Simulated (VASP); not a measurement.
The system is Al2O3.

```xyz
10
Lattice="4.6138 0.0000 0.0000 0.0000 9.5633 0.0000 0.0000 0.0000 3.1199" Properties=species:S:1:pos:R:3 pbc="T T T"
Al    4.5352    7.8856    0.0000
Al    0.0785    1.6777    0.0000
Al    2.2283    6.4593    1.5599
Al    2.3854    3.1040    1.5599
O     2.3069    4.7816    1.5599
O     0.5704    7.2016    1.5599
O     1.7365    2.4200    0.0000
O     2.8773    7.1433    0.0000
O     0.0000    0.0000    0.0000
O     4.0434    2.3617    1.5599
```

Measurements of this composition are mostly on another form, of space group No. 167.

Base run:

```yaml
Program: VASP 6.6.1
Functional: PBEsol
Potentials_or_basis: VASP PAW PBE potentials, release 64 (Al, O)
Cutoff: 520 eV
k_mesh: 5 × 3 × 7
Occupations: fermi-dirac, width 0.05 eV
Spin: no spin polarisation
```

Its results: band gap on the k mesh 3.42 eV, direct; pressure -2.4 GPa; largest force 0.172 eV/Å.

**Question.** After a change of settings the same cell gave: band gap on the k mesh 3.35 eV, direct; pressure -5.9 GPa; largest force 0.194 eV/Å. Which change was it?
A. functional from PBEsol to PBE
B. functional from PBEsol to RPBE
C. functional from PBEsol to LDA; potentials or basis from VASP PAW PBE potentials, release 64 (Al, O) to VASP PAW LDA potentials, release 64 (Al, O)

**Answer.** C.

Caveats: the PAW data sets were made with another functional, which shifts forces and pressure a little (some runs).
